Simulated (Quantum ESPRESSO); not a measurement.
# AlCo (Pm-3m) in Quantum ESPRESSO: notebook

The runs below take AlCo through phonons, with PBE, PBEsol, LDA.

Program: Quantum ESPRESSO 7.5. These are calculated values, not measurements. Logs are shortened: lines on timing, memory, paths and dates and some standing lists are left out, and cuts for length are marked.

## (1) Starting point

Symmetry: Pm-3m, No. 221, cubic system. The conventional cell has a = 2.819 Å, b = 2.819 Å, c = 2.819 Å, α = 90.00°, β = 90.00°, γ = 90.00°. Co (site symmetry m-3m) is surrounded by 8 Al at 2.44 Å. Al (site symmetry m-3m) is surrounded by 8 Co at 2.44 Å.

The cell is a database's computed one.

## (2) Phonons, PBE, collinear spin, ferromagnetic start

The input, pw.in:

```
&CONTROL
  calculation = 'scf'
  prefix = 'pwscf'
  outdir = './tmp'
  pseudo_dir = './pseudo'
  tprnfor = .true.
  tstress = .true.
  disk_io = 'low'
/
&SYSTEM
  ibrav = 0
  nat = 2
  ntyp = 2
  ecutwfc = 52
  ecutrho = 312
  nbnd = 19
  occupations = 'smearing'
  smearing = 'mv'
  degauss = 0.01999163
  nspin = 2
  starting_magnetization(1) = 0.1176
  starting_magnetization(2) = 0
/
&ELECTRONS
  conv_thr = 4d-10
  electron_maxstep = 120
  mixing_beta = 0.3
/
ATOMIC_SPECIES
Co    58.9332 Co.GGA_PBE-JTH.UPF
Al    26.9815 Al.GGA_PBE-JTH.UPF
CELL_PARAMETERS angstrom
   2.8194032100    0.0000000000    0.0000000000
   0.0000000000    2.8194032100    0.0000000000
   0.0000000000    0.0000000000    2.8194032100
ATOMIC_POSITIONS crystal
Co     0.5000000000    0.5000000000    0.5000000000
Al     0.0000000000    0.0000000000    0.0000000000
K_POINTS automatic
9 9 9 0 0 0
```

The input, relax.in:

```
&CONTROL
  calculation = 'vc-relax'
  prefix = 'pwscf'
  outdir = './tmp'
  pseudo_dir = './pseudo'
  tprnfor = .true.
  tstress = .true.
  disk_io = 'low'
  nstep = 40
  forc_conv_thr = 0.0001
  etot_conv_thr = 1d-06
/
&SYSTEM
  ibrav = 0
  nat = 2
  ntyp = 2
  ecutwfc = 52
  ecutrho = 312
  nbnd = 19
  occupations = 'smearing'
  smearing = 'mv'
  degauss = 0.01999163
  nspin = 2
  starting_magnetization(1) = 0.1176
  starting_magnetization(2) = 0
/
&ELECTRONS
  conv_thr = 4d-10
  electron_maxstep = 120
  mixing_beta = 0.3
/
&IONS
  ion_dynamics = 'bfgs'
/
&CELL
  cell_dynamics = 'bfgs'
  press = 0
  press_conv_thr = 0.2
/
ATOMIC_SPECIES
Co    58.9332 Co.GGA_PBE-JTH.UPF
Al    26.9815 Al.GGA_PBE-JTH.UPF
CELL_PARAMETERS angstrom
   2.8194032100    0.0000000000    0.0000000000
   0.0000000000    2.8194032100    0.0000000000
   0.0000000000    0.0000000000    2.8194032100
ATOMIC_POSITIONS crystal
Co     0.5000000000    0.5000000000    0.5000000000
Al     0.0000000000    0.0000000000    0.0000000000
K_POINTS automatic
9 9 9 0 0 0
```

The input, scf2.in:

```
&CONTROL
  calculation = 'scf'
  prefix = 'pwscf'
  outdir = './tmp'
  pseudo_dir = './pseudo'
  tprnfor = .true.
  tstress = .true.
  disk_io = 'low'
/
&SYSTEM
  ibrav = 0
  nat = 2
  ntyp = 2
  ecutwfc = 52
  ecutrho = 312
  nbnd = 19
  occupations = 'smearing'
  smearing = 'mv'
  degauss = 0.01999163
  nspin = 2
  starting_magnetization(1) = 0.1176
  starting_magnetization(2) = 0
/
&ELECTRONS
  conv_thr = 1d-13
  electron_maxstep = 120
  mixing_beta = 0.3
  startingpot = 'file'
  startingwfc = 'file'
/
ATOMIC_SPECIES
Co    58.9332 Co.GGA_PBE-JTH.UPF
Al    26.9815 Al.GGA_PBE-JTH.UPF
CELL_PARAMETERS angstrom
   2.8537255373    0.0000000000    0.0000000000
   0.0000000000    2.8537255373    0.0000000000
   0.0000000000    0.0000000000    2.8537255373
ATOMIC_POSITIONS crystal
Co     0.5000000000    0.5000000000    0.5000000000
Al     0.0000000000    0.0000000000    0.0000000000
K_POINTS automatic
9 9 9 0 0 0
```

The input, ph.in:

```
phonons of AlCo
&INPUTPH
  prefix = 'pwscf'
  outdir = './tmp'
  tr2_ph = 1d-18
  fildyn = 'dyn'
  niter_ph = 90
  alpha_mix(1) = 0.4
/
0.0000000000 0.0000000000 0.0000000000
```

The input, dynmat.in:

```
&INPUT
  fildyn = 'dyn'
  asr = 'crystal'
  filout = 'dynmat.disp'
  fileig = 'dynmat.eig'
/
```

Potentials or basis: JTH 2.0 PBE.

Launch:

```
OMP_NUM_THREADS=1 pw.x -in pw.in > pw.out
OMP_NUM_THREADS=1 pw.x -in relax.in > relax.out
OMP_NUM_THREADS=1 pw.x -in scf2.in > scf2.out
OMP_NUM_THREADS=1 ph.x -in ph.in > ph.out
OMP_NUM_THREADS=1 dynmat.x -in dynmat.in > dynmat.out
```

pw.out:

```text
This program is part of the open-source Quantum ESPRESSO suite
     for quantum simulation of materials; please cite
         "P. Giannozzi et al., J. Phys.:Condens. Matter 21 395502 (2009);
         "P. Giannozzi et al., J. Phys.:Condens. Matter 29 465901 (2017);
         "P. Giannozzi et al., J. Chem. Phys. 152 154105 (2020);
     in publications or presentations arising from this work. More details at

     file Co.GGA_PBE-JTH.UPF: wavefunction(s)  3P 0P 3D 0D renormalized
     file Al.GGA_PBE-JTH.UPF: wavefunction(s)  3S 0S 3P 0P renormalized
     Message from routine setup:
     using ibrav=0 with symmetry is DISCOURAGED, use correct ibrav instead

     G-vector sticks info
     --------------------
     sticks:   dense  smooth     PW     G-vecs:    dense   smooth      PW
     Sum         697     481    145                13997     7689    1357

     Using Slab Decomposition

     bravais-lattice index     =            0
     lattice parameter (alat)  =       5.3279  a.u.
     unit-cell volume          =     151.2405 (a.u.)^3
     number of atoms/cell      =            2
     number of atomic types    =            2
     number of electrons       =        20.00
     number of Kohn-Sham states=           19
     kinetic-energy cutoff     =      52.0000  Ry
     charge density cutoff     =     312.0000  Ry
     scf convergence threshold =      4.0E-10
     mixing beta               =       0.3000
     number of iterations used =            8  plain     mixing
     Exchange-correlation= SLA PW PBX PBC
                           (   1   4   3   4   0   0   0)

     celldm(1)=   5.327900  celldm(2)=   0.000000  celldm(3)=   0.000000
     celldm(4)=   0.000000  celldm(5)=   0.000000  celldm(6)=   0.000000

     crystal axes: (cart. coord. in units of alat)
               a(1) = (   1.000000   0.000000   0.000000 )
               a(2) = (   0.000000   1.000000   0.000000 )
               a(3) = (   0.000000   0.000000   1.000000 )

     reciprocal axes: (cart. coord. in units 2 pi/alat)
               b(1) = (  1.000000  0.000000  0.000000 )
               b(2) = (  0.000000  1.000000  0.000000 )
               b(3) = (  0.000000  0.000000  1.000000 )

     PseudoPot. # 1 for Co read from file:
     Co.GGA_PBE-JTH.UPF
     Pseudo is Projector augmented-wave + core cor, Zval = 17.0
     Generated using ATOMPAW code
     Shape of augmentation charge: SINC**2
     Using radial grid of 1041 points,  6 beta functions with:
                l(1) =   0
                l(2) =   0
                l(3) =   1
                l(4) =   1
                l(5) =   2
                l(6) =   2
     Q(r) pseudized with 0 coefficients

     PseudoPot. # 2 for Al read from file:
     Al.GGA_PBE-JTH.UPF
     Pseudo is Projector augmented-wave + core cor, Zval =  3.0
     Generated using ATOMPAW code
     Shape of augmentation charge: SINC**2
     Using radial grid of  982 points,  4 beta functions with:
                l(1) =   0
                l(2) =   0
                l(3) =   1
                l(4) =   1
     Q(r) pseudized with 0 coefficients

     atomic species   valence    mass     pseudopotential
     Co               17.00    58.93320     Co( 1.00)
     Al                3.00    26.98150     Al( 1.00)

     Starting magnetic structure
     atomic species   magnetization
     Co              0.118
     Al              0.000

     48 Sym. Ops., with inversion, found

   Cartesian axes

     site n.     atom                  positions (alat units)
         1        Co     tau(   1) = (   0.5000000   0.5000000   0.5000000  )
         2        Al     tau(   2) = (   0.0000000   0.0000000   0.0000000  )

     number of k points=    35  Marzari-Vanderbilt smearing, width (Ry)=  0.0200
                       cart. coord. in units 2pi/alat
        k(    1) = (   0.0000000   0.0000000   0.0000000), wk =   0.0013717
        k(    2) = (   0.0000000   0.0000000   0.1111111), wk =   0.0082305
        k(    3) = (   0.0000000   0.0000000   0.2222222), wk =   0.0082305
        k(    4) = (   0.0000000   0.0000000   0.3333333), wk =   0.0082305
        k(    5) = (   0.0000000   0.0000000   0.4444444), wk =   0.0082305
        k(    6) = (   0.0000000   0.1111111   0.1111111), wk =   0.0164609
[... 27 lines left out ...]
        k(   34) = (   0.3333333   0.4444444   0.4444444), wk =   0.0329218
        k(   35) = (   0.4444444   0.4444444   0.4444444), wk =   0.0109739

     Dense  grid:    13997 G-vectors     FFT dimensions: (  30,  30,  30)

     Smooth grid:     7689 G-vectors     FFT dimensions: (  25,  25,  25)

     Generating pointlists ...
     new r_m :   0.3572 (alat units)  1.9033 (a.u.) for type    1
     new r_m :   0.3572 (alat units)  1.9033 (a.u.) for type    2

     Initial potential from superposition of free atoms

     starting charge      19.9972, renormalised to      20.0000

     negative rho (up, down):  4.301E-05 1.050E-04
     Starting wfcs are   26 randomized atomic wfcs

     Self-consistent Calculation

     iteration #  1     ecut=    52.00 Ry     beta= 0.30
     Davidson diagonalization with overlap
     ethr =  1.00E-02,  avg # of iterations =  5.2

     negative rho (up, down):  6.446E-05 1.184E-04

     total energy              =    -415.92305508 Ry
     estimated scf accuracy    <       0.98031877 Ry

     total magnetization       =     0.81 Bohr mag/cell
     absolute magnetization    =     1.17 Bohr mag/cell

     iteration #  2     ecut=    52.00 Ry     beta= 0.30
     Davidson diagonalization with overlap
     ethr =  4.90E-03,  avg # of iterations =  2.0

     negative rho (up, down):  7.123E-05 1.233E-04

     total energy              =    -416.13103997 Ry
     estimated scf accuracy    <       1.28851262 Ry

     total magnetization       =     0.33 Bohr mag/cell
     absolute magnetization    =     0.58 Bohr mag/cell

     iteration #  3     ecut=    52.00 Ry     beta= 0.30
     Davidson diagonalization with overlap
     ethr =  4.90E-03,  avg # of iterations =  1.0

     negative rho (up, down):  1.345E-04 1.467E-04
[... 124 lines left out ...]
     total magnetization       =    -0.00 Bohr mag/cell
     absolute magnetization    =     0.00 Bohr mag/cell

     iteration # 14     ecut=    52.00 Ry     beta= 0.30
     Davidson diagonalization with overlap
     ethr =  1.36E-10,  avg # of iterations =  2.6

     negative rho (up, down):  1.504E-04 1.504E-04

     total energy              =    -416.31878254 Ry
     estimated scf accuracy    <          4.2E-10 Ry

     total magnetization       =    -0.00 Bohr mag/cell
     absolute magnetization    =     0.00 Bohr mag/cell

     iteration # 15     ecut=    52.00 Ry     beta= 0.30
     Davidson diagonalization with overlap
     ethr =  2.10E-12,  avg # of iterations =  3.9

     negative rho (up, down):  1.504E-04 1.504E-04

     Magnetic moment per site  (integrated on atomic sphere of radius R)
     atom   1 (R=0.357)  charge= 15.6675  magn=  0.0001
     atom   2 (R=0.357)  charge=  1.2442  magn= -0.0000

     End of self-consistent calculation

 ------ SPIN UP ------------

          k = 0.0000 0.0000 0.0000 (   949 PWs)   bands (ev):

   -79.2293 -42.5202 -42.5202 -42.5202   4.2486  12.4631  12.4631  14.7048
    14.7048  14.7048  21.6870  21.6870  21.6870  24.4428  24.4428  31.3153
    37.5171  37.5171  37.5171

          k = 0.0000 0.0000 0.1111 (   965 PWs)   bands (ev):

   -79.2289 -42.5259 -42.5197 -42.5197   4.4882  12.4334  12.5303  14.5772
    14.5772  14.7184  19.8866  22.0180  22.0180  24.4021  26.0704  32.0858
    35.4688  35.4688  37.2485

          k = 0.0000 0.0000 0.2222 (   964 PWs)   bands (ev):

   -79.2278 -42.5403 -42.5186 -42.5186   5.1963  12.1700  12.7067  14.2831
    14.2831  14.7532  17.6149  22.9265  22.9265  24.2866  27.8700  32.7660
    32.7660  34.4412  34.8415

          k = 0.0000 0.0000 0.3333 (   956 PWs)   bands (ev):

   -79.2266 -42.5567 -42.5173 -42.5173   6.3390  11.2186  12.9191  13.9871
    13.9871  14.7930  16.2474  24.1298  24.2551  24.2551  29.2308  30.2761
    30.2761  33.1704  34.7574

          k = 0.0000 0.0000 0.4444 (   952 PWs)   bands (ev):

   -79.2258 -42.5673 -42.5165 -42.5165   7.8491   9.5910  13.0655  13.8108
    13.8108  14.8192  15.8184  24.0098  25.8314  25.8314  28.1369  28.1369
    30.5085  32.3270  32.8221
[... 159 lines left out ...]
   -79.2214 -42.5499 -42.5494 -42.5494   9.6742  12.1287  12.1287  14.1294
    14.2626  14.2626  18.3156  18.3156  20.5305  23.8241  23.8241  25.1742
    31.2624  38.0378  38.0378

          k = 0.3333 0.3333 0.4444 (   968 PWs)   bands (ev):

   -79.2206 -42.5598 -42.5487 -42.5484  10.4535  11.7089  12.0001  14.2627
    14.3026  15.2656  16.7127  19.6097  20.8796  21.8244  22.9170  25.3630
    29.4479  38.8146  40.5392

          k = 0.3333 0.4444 0.4444 (   965 PWs)   bands (ev):

   -79.2199 -42.5588 -42.5588 -42.5475  10.9324  11.7235  11.7298  14.3405
    15.1176  15.8603  16.9408  18.5600  20.0249  21.9189  23.1776  23.7375
    27.5676  40.4273  42.6104

          k = 0.4444 0.4444 0.4444 (   955 PWs)   bands (ev):

   -79.2191 -42.5578 -42.5577 -42.5577  11.2941  11.5548  11.5548  15.1730
    15.1730  16.8095  18.0268  18.0268  19.9768  21.4222  21.4222  22.2407
    25.8101  43.1689  43.1689

 ------ SPIN DOWN ----------

          k = 0.0000 0.0000 0.0000 (   949 PWs)   bands (ev):

   -79.2290 -42.5200 -42.5200 -42.5200   4.2485  12.4632  12.4632  14.7049
    14.7049  14.7049  21.6870  21.6870  21.6870  24.4429  24.4429  31.3153
    37.5170  37.5170  37.5170

          k = 0.0000 0.0000 0.1111 (   965 PWs)   bands (ev):

   -79.2286 -42.5257 -42.5195 -42.5195   4.4881  12.4336  12.5305  14.5773
    14.5773  14.7185  19.8866  22.0179  22.0179  24.4022  26.0704  32.0858
    35.4687  35.4687  37.2484

          k = 0.0000 0.0000 0.2222 (   964 PWs)   bands (ev):

   -79.2276 -42.5401 -42.5184 -42.5184   5.1963  12.1701  12.7069  14.2832
    14.2832  14.7533  17.6150  22.9265  22.9265  24.2867  27.8700  32.7660
    32.7660  34.4412  34.8414

          k = 0.0000 0.0000 0.3333 (   956 PWs)   bands (ev):

   -79.2264 -42.5565 -42.5171 -42.5171   6.3390  11.2186  12.9193  13.9872
    13.9872  14.7931  16.2476  24.1298  24.2550  24.2550  29.2308  30.2761
    30.2761  33.1703  34.7573

          k = 0.0000 0.0000 0.4444 (   952 PWs)   bands (ev):

   -79.2256 -42.5671 -42.5162 -42.5162   7.8491   9.5909  13.0657  13.8109
    13.8109  14.8193  15.8186  24.0098  25.8314  25.8314  28.1369  28.1369
    30.5084  32.3270  32.8220
[... 159 lines left out ...]
   -79.2212 -42.5497 -42.5491 -42.5491   9.6742  12.1288  12.1288  14.1294
    14.2628  14.2628  18.3156  18.3156  20.5305  23.8241  23.8241  25.1742
    31.2624  38.0378  38.0378

          k = 0.3333 0.3333 0.4444 (   968 PWs)   bands (ev):

   -79.2204 -42.5596 -42.5484 -42.5482  10.4535  11.7089  12.0002  14.2628
    14.3028  15.2657  16.7127  19.6097  20.8796  21.8244  22.9170  25.3630
    29.4478  38.8145  40.5392

          k = 0.3333 0.4444 0.4444 (   965 PWs)   bands (ev):

   -79.2196 -42.5586 -42.5585 -42.5473  10.9324  11.7235  11.7298  14.3407
    15.1179  15.8603  16.9408  18.5600  20.0249  21.9189  23.1775  23.7375
    27.5676  40.4273  42.6104

          k = 0.4444 0.4444 0.4444 (   955 PWs)   bands (ev):

   -79.2189 -42.5576 -42.5575 -42.5575  11.2941  11.5549  11.5549  15.1732
    15.1732  16.8094  18.0267  18.0267  19.9768  21.4223  21.4223  22.2407
    25.8100  43.1689  43.1689

     the Fermi energy is    15.5418 ev

!    total energy              =    -416.31878257 Ry
     total all-electron energy =      -416.318783 Ry
     estimated scf accuracy    <          3.8E-10 Ry
     smearing contrib. (-TS)   =       0.00010619 Ry
     internal energy E=F+TS    =    -416.31888876 Ry

     The total energy is F=E-TS. E is the sum of the following terms:
     one-electron contribution =    -197.85680568 Ry
     hartree contribution      =      96.44561262 Ry
     xc contribution           =     -30.32777262 Ry
     ewald contribution        =    -174.04833704 Ry
     one-center paw contrib.   =    -110.53158603 Ry

     total magnetization       =     0.00 Bohr mag/cell
     absolute magnetization    =     0.00 Bohr mag/cell

     convergence has been achieved in  15 iterations

     negative rho (up, down):  1.504E-04 1.504E-04

     Forces acting on atoms (cartesian axes, Ry/au):

     atom    1 type  1   force =     0.00000000    0.00000000    0.00000000
     atom    2 type  2   force =     0.00000000    0.00000000    0.00000000

     Total force =     0.000000     Total SCF correction =     0.000000

     Computing stress (Cartesian axis) and pressure

     negative rho (up, down):  1.504E-04 1.504E-04
          total   stress  (Ry/bohr**3)                   (kbar)     P=       70.54
   0.00047949   0.00000000   0.00000000           70.54        0.00        0.00
   0.00000000   0.00047949   0.00000000            0.00       70.54        0.00
   0.00000000   0.00000000   0.00047949            0.00        0.00       70.54

=------------------------------------------------------------------------------=
   JOB DONE.
=------------------------------------------------------------------------------=
```

Run time: 7.9 min. Hardware: 1 thread of Arm Neoverse V2, shared host; peak memory 0.19 GiB.

What came out:

- Free energy: -5664.3227 eV
- Relaxed volume: 11.62 Å³/atom
- Relaxed cell: a = 2.854 Å, b = 2.854 Å, c = 2.854 Å, α = 90.00°, β = 90.00°, γ = 90.00°
- Space group after relaxing (to 0.05 Å): Pm-3m (No. 221)
- Pressure after relaxing: 0.0 GPa
- Band gap on the k mesh: none (metal or under the smearing width)
- Net moment: 0.00 μB per cell
- Absolute moment: 0.00 μB per cell
- Valence electrons inside the program's atomic spheres: Co 15.67; Al 1.24
- Highest phonon frequency at Γ: 327 cm⁻¹
- Most unstable mode: 24i cm⁻¹

Step by step:
| step | energy change (eV) | largest force (eV/Å) | pressure (GPa) | volume (Å³) |
| --- | --- | --- | --- | --- |
| 1 | 0.0000 | 0.0000 | 7.05 | 22.41 |
| 2 | -0.0179 | 0.0000 | 0.11 | 23.23 |
| 3 | -0.0179 | 0.0000 | 0.00 | 23.24 |
| 4 | -0.0179 | 0.0000 | 0.01 | 23.24 |

Final structure:
```cif
data_structure
_symmetry_space_group_name_H-M 'P 1'
_symmetry_Int_Tables_number 1
_cell_length_a 2.8537
_cell_length_b 2.8537
_cell_length_c 2.8537
_cell_angle_alpha 90.000
_cell_angle_beta 90.000
_cell_angle_gamma 90.000
_cell_volume 23.24
loop_
_atom_site_label
_atom_site_type_symbol
_atom_site_fract_x
_atom_site_fract_y
_atom_site_fract_z
_atom_site_occupancy
Co1 Co 0.50000 0.50000 0.50000 1
Al1 Al 0.00000 0.00000 0.00000 1
```

Levels at points of the mesh, in eV from the Fermi level:
Spin up:
```
           k point  band 6  band 7  band 8  band 9  band 10  band 11  band 12  band 13  band 14  band 15
(0.00, 0.00, 0.00)   -2.90   -2.90   -0.78   -0.78    -0.78     5.97     5.97     5.97     8.76     8.76
```
Spin down:
```tsv
k point	band 8	band 9	band 10	band 11	band 12	band 13
(0.00, 0.00, 0.00)	-0.78	-0.78	-0.78	5.97	5.97	5.97
```

Phonon frequencies in cm⁻¹ (negative: imaginary):
```
              q point              frequencies
(0.000, 0.000, 0.000)  -24 -24 -24 327 327 327
```

Optical modes at Γ, degenerate ones joined:
```
cm⁻¹  components  symmetry  active in
 327           3       T1u         IR
```

Caveat: the mesh is thin for the phonons of a metal; the starting moments collapsed, and a magnetic state may lie lower.

(Continued in part 2 of 4.)
